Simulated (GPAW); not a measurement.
A run of GPAW 26.7.0 is set up as follows.

run.py

```python
import numpy as np
from ase import Atoms
from ase.dft.bandgap import bandgap
from ase.io import write
from gpaw import GPAW, PW, setup_paths
from gpaw.response.df import DielectricFunction

setup_paths.insert(0, '.')

atoms = Atoms(['Te', 'Sn'],
              cell=[[0.0, 3.611146, 3.611146],
                    [3.611146, 0.0, 3.611146],
                    [3.611146, 3.611146, 0.0]],
              scaled_positions=[[0.25, 0.25, 0.25],
                                [0.0, 0.0, 0.0]],
              pbc=True)

calc = GPAW(mode=PW(450),
            xc='PBEsol',
            kpts={'size': (5, 5, 5), 'gamma': True},
            occupations={'name': 'fermi-dirac', 'width': 0.001},
            nbands=19,
            convergence={'density': 1e-06},
            maxiter=150,
            txt='gpaw.txt')
atoms.calc = calc
energy = atoms.get_potential_energy()
calc.write('gs.gpw')
write('result.traj', atoms)
print(f'Energy: {energy:.6f} eV')
print('Fermi level:', round(calc.get_fermi_level(), 4), 'eV')
print(f'Gap: {bandgap(calc)[0]:.4f} eV, direct: {bandgap(calc, direct=True)[0]:.4f} eV')

for size in [(11, 11, 11), (16, 16, 16)]:
    name = 'x'.join(str(n) for n in size)
    dense = calc.fixed_density(kpts={'size': size, 'gamma': True},
                               nbands=36, convergence={'bands': 30, 'eigenstates': 1e-7},
                               update_fermi_level=True, txt=f'dense-{name}.txt')
    dense.write(f'{name}.gpw', mode='all')
    df = DielectricFunction(f'{name}.gpw', frequencies=np.array([0.0]), hilbert=False, eta=0.001,
                            ecut=80, nbands=30, intraband=False, txt=f'df-{name}.txt')
    for xc in ['RPA', 'ALDA', 'LR0.1']:
        for direction in ['x', 'y', 'z', [0, 1, 1], [1, 0, 1], [1, 1, 0]]:
            e0, e = df.get_macroscopic_dielectric_constant(xc=xc, direction=direction)
            print(f'{name} {xc} {direction}: {e0:.4f} without, {e:.4f} with local fields')
```

Potentials or basis: PAW data sets generated in the run's folder for this functional, pw.

Launch:

```sh
$ gpaw-setup -f PBEsol Sn Te
$ OMP_NUM_THREADS=1 python run.py
```

Problem. Predict the electronic dielectric tensor (diagonal).

Solution. 12.49.

Problem. Predict the band gap on the k mesh.

Solution. 0.36 eV, indirect (least direct gap 0.81 eV).

Electronic dielectric tensor:
```
12.49  0.00  0.00
 0.00 12.49  0.00
 0.00  0.00 12.49
```

Caveat: the gap is small at this level, which inflates the dielectric constant; the long-wavelength limit can be off by a per cent or two; spin-orbit coupling is left out, which moves the levels of the heavy elements. A k mesh can miss the band edges.
